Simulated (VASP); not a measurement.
# Hg (P-1) in VASP: single point with PBE

Aim: the single point of Hg with PBE.

All numbers are computed with VASP 6.6.1; they aren't measurements. Logs are shortened: lines on timing, memory, paths and dates and some standing lists are left out, and cuts for length are marked.

### 1 The structure

The typed cell holds 3 atoms: a = 3.321 Å, b = 3.410 Å, c = 8.295 Å, α = 95.86°, β = 96.63°, γ = 115.57°.

### 2 Single point, PBE

Contents of INCAR:

```
SYSTEM = Hg
PREC = Accurate
ENCUT = 520
EDIFF = 1E-6
ISMEAR = 0
SIGMA = 0.1
LREAL = .FALSE.
LASPH = .TRUE.
NELM = 60
ALGO = Normal
ISIF = 2
LWAVE = .FALSE.
LCHARG = .FALSE.
GGA = PE
NBANDS = 25
```

Contents of KPOINTS:

```
regular mesh
0
G
  6 6 2
  0 0 0
```

Contents of POSCAR:

```
Hg
1.0
    3.3205578694      0.0000000000      0.0000000000
   -1.4721436807      3.0761348998      0.0000000000
   -0.9583293978     -1.3972993748      8.1206091033
Hg
3
Direct
    0.5860701200      0.7414222900      0.3352578100
    0.4139298800      0.2585777100      0.6647421900
    0.0000000000      0.0000000000      0.0000000000
```

Potentials or basis: VASP PAW PBE potentials, release 64 (Hg).

On the command line:

```bash
> cat potpaw_PBE.64/Hg/POTCAR > POTCAR
> mpirun -np 1 vasp_std > vasp.out
```

OUTCAR:

```text
SYSTEM = Hg
   PREC = Accurate
   ENCUT = 520
   EDIFF = 1E-6
   ISMEAR = 0
   LREAL = .FALSE.
   LASPH = .TRUE.
   NELM = 60
   ISIF = 2
   GGA = PE

 ion  position               nearest neighbor table
   1  0.586  0.741  0.335-   3 3.28   2 3.31   3 3.31   2 3.34   2 3.35   3 3.61
   2  0.414  0.259  0.665-   3 3.28   1 3.31   3 3.31   1 3.34   1 3.35   3 3.61
   3  0.000  0.000  0.000-   1 3.28   2 3.28   1 3.31   2 3.31   2 3.61   1 3.61

  LATTYP: Found a triclinic cell.
 ALAT       =     3.3205578694
 B/A-ratio  =     1.0807719895
 C/A-ratio  =     2.5814531301
 COS(alpha) =     0.0022135860
 COS(beta)  =     0.2755793060
 COS(gamma) =     0.5150556549

  Lattice vectors:

 A1 = (   3.3205578694,   0.0000000000,   0.0000000000)
 A2 = (   1.8484141887,   3.0761348998,   0.0000000000)
 A3 = (   2.3622284716,  -1.3972993748,   8.1206091033)

Analysis of symmetry for initial positions (statically):
=====================================================================
 Subroutine PRICEL returns:
 Original cell was already a primitive cell.

 Routine SETGRP: Setting up the symmetry group for a
 triclinic supercell.

 Subroutine GETGRP returns: Found  2 space group operations
 (whereof  2 operations were pure point group operations)
 out of a pool of  2 trial point group operations.

The static configuration has the point symmetry S_2 .

Analysis of symmetry for dynamics (positions and initial velocities):
=====================================================================
 Subroutine PRICEL returns:
 Original cell was already a primitive cell.

 Routine SETGRP: Setting up the symmetry group for a
 triclinic supercell.

 Subroutine GETGRP returns: Found  2 space group operations
 (whereof  2 operations were pure point group operations)
 out of a pool of  2 trial point group operations.

The dynamic configuration has the point symmetry S_2 .

 Subroutine INISYM returns: Found  2 space group operations
 (whereof  2 operations are pure point group operations),
 and found     1 'primitive' translations

----------------------------------------------------------------------------------------

                                     Primitive cell

  volume of cell :      82.9478
[... 86 lines left out ...]
   LNONCOLLINEAR =      F non collinear calculations
   LSORBIT =      F    spin-orbit coupling
   LASPH  =      T    aspherical Exc in radial PAW
   ENCUT  =  520.0 eV  38.22 Ry    6.18 a.u.   6.17  6.34 15.42*2*pi/ulx,y,z
   NELM   =     60;   NELMIN=  2; NELMDL= -5     # of ELM steps
   EDIFF  = 0.1E-05   stopping-criterion for ELM
   LREAL  =      F    real-space projection
   EDIFFG = 0.1E-04   stopping-criterion for IOM
   NSW    =      0    number of steps for IOM
   IBRION =     -1    ionic relax: 0-MD 1-quasi-New 2-CG
   NFREE  =      0    steps in history (QN), initial steepest desc. (CG)
   ISIF   =      2    stress and relaxation
   ISYM   =      2    0-nonsym 1-usesym 2-fastsym
   POTIM  = 0.5000    time-step for ionic-motion
   TEBEG  =    0.0;   TEEND  =   0.0 temperature during run
   PSTRESS=    0.0 pullay stress
   NELECT =      36.0000    total number of electrons
   NUPDOWN=      -1.0000    fix difference up-down
   EMIN   =  10.00;   EMAX   =-10.00  energy-range for DOS
   EFERMI =   0.00;   METHOD = LEGACY
   ISMEAR =     0;   SIGMA  =   0.10  broadening in eV -4-tet -1-fermi 0-gaus
   EFERMI_NEDOS =   21; number of points for ismear=-14 and -15
   IALGO  =     38    algorithm
   IMIX   =      4    mixing-type and parameters
     AMIX     =   0.40;   BMIX     =  1.00
     AMIX_MAG =   1.60;   BMIX_MAG =  1.00
  volume/ion in A,a.u.               =      27.65       186.59
  Fermi-wavevector in a.u.,A,eV,Ry     =   1.239483  2.342284 20.902884  1.536319
  Thomas-Fermi vector in A             =   2.373965
   LORBIT       =      0    0 simple, 1 ext, 2 COOP (PROOUT), +10 PAW based schemes
   GGA     = PE    functional components
   LHFCALC =     F    Hartree Fock is set to
   AEXX    =    0.0000 exact exchange contribution
   IVDW    =     0    specifies the selected vdW correction
   LEPSILON=     F    determine dielectric tensor
   LRPA    =     F    only Hartree local field effects (RPA)
 non-spin polarized calculation
 Gauss-broadening in eV      SIGMA  =   0.10
  energy-cutoff  :      520.00
  volume of cell :       82.95
 maximum number of plane-waves:      2248
 NGX is ok and might be reduce to    28
   NGX = 13   NGY = 13   NGZ = 31

 number of electron      36.0000006 magnetization

 Free energy of the ion-electron system (eV)
  ---------------------------------------------------
  ext. energy  EPLUGINS =         0.00000000
  ---------------------------------------------------
  free energy    TOTEN  =        -0.51420862 eV

  energy without entropy =       -0.51229534  energy(sigma->0) =       -0.51325198

 E-fermi :   1.3590     XC(G=0): -10.0002

 val. band max:        1.3375521471   @ k =   0.5000   0.5000   0.0000
 cond. band min:       1.4192826788   @ k =  -0.3333   0.3333   0.5000
 fundamental gap:      0.0817305317
 Fermi energy:         1.3589676310

 k-point     1 :       0.0000    0.0000    0.0000
  band No.  band energies     occupation
      1      -6.2571      2.00000
      2      -5.5275      2.00000
      3      -5.4680      2.00000
      4      -5.1410      2.00000
      5      -5.1095      2.00000
      6      -5.0453      2.00000
[... 661 lines left out ...]
     24       9.0073      0.00000
     25       9.2394      0.00000

 [... further k-points ...]

------------------------ aborting loop because EDIFF is reached ----------------------------------------

  FORCE on cell =-STRESS in cart. coord.  units (eV):
  Direction    XX          YY          ZZ          XY          YZ          ZX
  --------------------------------------------------------------------------------------
  -------------------------------------------------------------------------------------
  Total        0.1513000      0.2594508      0.4607787      0.3083664     -0.2980419     -0.1775737
  in kB        2.9224329      5.0114175      8.9001634      5.9562462     -5.7568225     -3.4299210
  external PRESSURE =       5.6113380 kB  Pullay stress =       0.0000000 kB

 VOLUME and BASIS-vectors are now :
 -----------------------------------------------------------------------------
  energy-cutoff  :      520.00
  volume of cell :       82.95
      direct lattice vectors                 reciprocal lattice vectors
     3.320557869  0.000000000  0.000000000     0.301154215  0.144123158  0.060338840
    -1.472143681  3.076134900  0.000000000     0.000000000  0.325083273  0.055936525
    -0.958329398 -1.397299375  8.120609103     0.000000000  0.000000000  0.123143472

 POSITION                                       TOTAL-FORCE (eV/Angst)
 -----------------------------------------------------------------------------------
      0.53331      1.81226      2.72250         0.036380     -0.030572     -0.036090
      0.35677     -0.13342      5.39811        -0.036380      0.030572      0.036090
      0.00000      0.00000      0.00000        -0.000000      0.000000      0.000000
 -----------------------------------------------------------------------------------
    total drift:                               -0.000000      0.000000      0.000000

  FREE ENERGIE OF THE ION-ELECTRON SYSTEM (eV)
  ---------------------------------------------------
  free  energy   TOTEN  =        -0.5142086214 eV

  energy  without entropy=       -0.5122953351  energy(sigma->0) =       -0.51325198
```

OSZICAR:

```text
N       E                     dE             d eps       ncg     rms          rms(c)
DAV:   1     0.283206155493E+03    0.28321E+03   -0.18323E+04  2000   0.137E+03
DAV:   2     0.762928163838E+01   -0.27558E+03   -0.25949E+03  2044   0.354E+02
DAV:   3    -0.543645166268E+00   -0.81729E+01   -0.81340E+01  2332   0.665E+01
DAV:   4    -0.566311333959E+00   -0.22666E-01   -0.22656E-01  2148   0.320E+00
DAV:   5    -0.566349605070E+00   -0.38271E-04   -0.38270E-04  2334   0.132E-01    0.378E+00
DAV:   6    -0.515721477661E+00    0.50628E-01   -0.14011E-01  2156   0.337E+00    0.297E+00
DAV:   7    -0.513855296548E+00    0.18662E-02   -0.29620E-02  2099   0.131E+00    0.115E+00
DAV:   8    -0.514120207125E+00   -0.26491E-03   -0.42301E-03  2102   0.635E-01    0.842E-02
DAV:   9    -0.514162605018E+00   -0.42398E-04   -0.44675E-05  2340   0.604E-02    0.267E-02
DAV:  10    -0.514208056011E+00   -0.45451E-04   -0.44980E-05  2074   0.487E-02    0.390E-03
DAV:  11    -0.514208621435E+00   -0.56542E-06   -0.85355E-07  1630   0.654E-03
   1 F= -.51420862E+00 E0= -.51325198E+00  d E =-.191329E-02
```

stdout:

```text
POSCAR found type information on POSCAR Hg
 POSCAR found :  1 types and       3 ions
 scaLAPACK will be used
 LDA part: xc-table for (Slater+PW92), standard interpolation
 POSCAR, INCAR and KPOINTS ok, starting setup
 FFT: planning ... GRIDC
 FFT: planning ... GRID_SOFT
 FFT: planning ... GRID
 WAVECAR not read
 entering main loop
```

Wall time 34 s (1 thread of Intel Xeon Platinum 8488C (Sapphire Rapids), shared host); peak memory 0.24 GiB.

What came out:

| Property | Result |
| --- | --- |
| Free energy | -0.5142 eV |
| Pressure | 0.6 GPa |
| Largest force | 0.060 eV/Å |
| Band gap on the k mesh | none (metal or under the smearing width) |

Forces in eV/Å, atoms in the order of the input:
```
Hg   0.036 -0.031 -0.036
Hg  -0.036  0.031  0.036
Hg   0.000  0.000  0.000
```

Stress tensor (GPa, compression positive):
```
 0.29  0.60 -0.34
 0.60  0.50 -0.58
-0.34 -0.58  0.89
```

Levels at points of the mesh, in eV from the Fermi level:
```csv
k point,band 14,band 15,band 16,band 17,band 18,band 19,band 20,band 21,band 22,band 23
"(0.00, 0.00, 0.00)",-5.67,-5.64,-5.53,-4.54,-4.49,3.83,3.90,10.41,10.61,11.53
"(0.50, 0.00, 0.00)",-5.42,-5.33,-2.25,-1.97,-0.90,-0.27,1.85,2.01,5.82,7.08
"(0.00, 0.50, 0.00)",-5.51,-5.34,-2.55,-2.22,-1.22,-0.43,1.73,1.78,5.99,6.82
"(0.50, 0.50, 0.00)",-5.43,-5.38,-1.97,-1.34,-0.02,0.22,1.77,1.85,6.27,6.35
"(0.00, 0.00, 0.50)",-5.83,-5.70,-5.60,-5.39,-1.34,-0.56,9.56,9.71,9.74,11.10
"(0.50, 0.00, 0.50)",-5.49,-5.30,-2.23,-1.92,-1.04,-0.35,2.01,2.09,5.91,6.84
"(0.00, 0.50, 0.50)",-5.43,-5.39,-2.50,-2.22,-1.32,-0.48,1.84,2.01,5.48,6.80
"(0.50, 0.50, 0.50)",-5.38,-5.35,-1.58,-1.56,-0.53,-0.16,2.56,3.51,4.08,5.37
```

Caveat: the k mesh is coarse (spacing up to 0.39 Å⁻¹), so the values aren't converged.
